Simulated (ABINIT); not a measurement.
Crystal: Al.

```
Al
1.0
     0.00000    2.02481    2.02481
     2.02481    0.00000    2.02481
     2.02481    2.02481    0.00000
Al
1
Direct
  0.00000 0.00000 0.00000
```

```yaml
Program: ABINIT 10.8.3 (patched build)
Task: relaxation of cell and atoms
Functional: PBEsol
Potentials_or_basis: PseudoDojo NC SR PBEsol v0.4.1 standard
Cutoff: 544 eV
k_mesh: 8 × 8 × 8
Occupations: fermi-dirac, width 0.05 eV
Spin: no spin polarisation
```

At the start: pressure -2.1 GPa; volume 16.60 Å³/atom.

Q: Where does the relaxation end?

A: Over 4 steps the energy falls by 2.7 meV/atom and the volume is 16.19 Å³/atom (-2.5 %); space group Fm-3m (No. 225, to 0.05 Å).

The path:
| step | energy change (eV) | largest force (eV/Å) | pressure (GPa) | volume (Å³) |
| --- | --- | --- | --- | --- |
| 1 | 0.0000 | 0.0000 | -2.06 | 16.60 |
| 2 | -0.0012 | 0.0000 | -1.57 | 16.50 |
| 3 | -0.0027 | 0.0000 | 0.05 | 16.18 |
| 4 | -0.0027 | 0.0000 | 0.00 | 16.19 |

Final structure:
```
Al
1.0
     0.00000    2.00785    2.00785
     2.00785    0.00000    2.00785
     2.00785    2.00785    0.00000
Al
1
Direct
  0.00000 0.00000 0.00000
```

The cell as given is a measured one (16.60 Å³/atom); PBEsol puts the equilibrium volume -2.5 % from it, thermal expansion not counted.
